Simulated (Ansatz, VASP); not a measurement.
CdS (Hawleyite) in VASP and in Ansatz

File INCAR:

```
PREC = Accurate
ENCUT = 600
EDIFF = 1E-7
ISMEAR = 0
SIGMA = 0.02
LREAL = F
LASPH = T
NELM = 100
ALGO = Normal
ISIF = 3
LWAVE = F
LCHARG = F
GGA = PE
IBRION = 2
NSW = 100
EDIFFG = -0.005
```

File KPOINTS:

```
regular mesh
0
Gamma
  8 8 8
```

File POSCAR:

```
CdS
1.0
    0.0000000000      2.9165000000      2.9165000000
    2.9165000000      0.0000000000      2.9165000000
    2.9165000000      2.9165000000      0.0000000000
Cd S
1 1
Direct
    0.0000000000      0.0000000000      0.0000000000
    0.2500000000      0.2500000000      0.2500000000
```

Input for Ansatz:

```yaml
crystal:
  lattice:
    - [0.0, 2.9165, 2.9165]
    - [2.9165, 0.0, 2.9165]
    - [2.9165, 2.9165, 0.0]
  atoms:
    - { symbol: Cd, position: [0.0, 0.0, 0.0] }
    - { symbol: S, position: [0.25, 0.25, 0.25] }
basis:
  ecutwfc: 420
kpoints:
  mp_grid: { grid: [8, 8, 8] }
hamiltonian:
  xc: pbe
scf:
  occupations: { method: gaussian, width: 0.02 }
output:
  forces: true
  stress: true
  eigenvalues: true
  write_density: true
  write_potential: true
  elf: true
  volumetric_format: npy
relax:
  adjacent_minimum: "off"
  f_tol: 0.005
  max_steps: 80
  cell: { stress_tol: 0.05 }
```

Alike in both runs: task relaxation of cell and atoms; functional PBE; k mesh 8 × 8 × 8; occupations gaussian, width 0.02 eV; no spin polarisation.

|  | VASP | Ansatz |
| --- | --- | --- |
| version | VASP 6.6.1 | Ansatz 0.2.0 |
| potentials or method | VASP PAW PBE potentials, release 64 (Cd, S) | scalar-relativistic, plane waves, PAW |
| plane-wave cutoff (eV) | 600 | 420 |
| valence electrons in the cell | 18 | 26 |

```csv
,VASP,Ansatz,Ansatz less VASP
"gap on the k mesh at the Fermi level, each at its own relaxed structure (eV)",1.03,1.04,+0.009
relaxed volume (Å³/atom),26.15,26.02,-0.127
relaxed cell length with the largest relative difference (Å),4.197,4.191,-0.0068
energy change over the relaxation (meV/atom),-13,-10,+2.3
```

The two sets of potentials don't hold the same shells in valence.

PBE usually gives volumes a little too large and moduli too small. Zero-point motion and thermal expansion aren't in these numbers.
